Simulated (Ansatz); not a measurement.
Crystal: PbO2.

```
Pb O
1.0
     4.99496    0.00000    0.00000
     0.00000    4.99496    0.00000
     0.00000    0.00000    3.40900
Pb O
2 4
Direct
  0.50000 0.50000 0.50000
  0.00000 0.00000 0.00000
  0.69257 0.69257 0.00000
  0.80743 0.19257 0.50000
  0.19257 0.80743 0.50000
  0.30743 0.30743 0.00000
```

The cell is a database's computed one.

Base run:

```yaml
Program: Ansatz 0.2.0
Functional: PBE
Potentials_or_basis: Ansatz PAW earlier set
Cutoff: 900 eV
Density_cutoff: 3600 eV
k_mesh: 6 × 6 × 8
Occupations: fermi-dirac, width 0.05 eV
Spin: no spin polarisation
```

Its results: pressure 5.8 GPa; largest force 0.042 eV/Å.

**Question.** The run is repeated on the same cell with these changes: potentials or basis from Ansatz PAW earlier set to JTH PAW; cutoff from 900 eV to 1800 eV (not typed: the program's choice for these potentials); valence electrons from 68 to 52. What comes out?

**Answer.** Pressure 6.3 GPa; largest force 0.049 eV/Å.
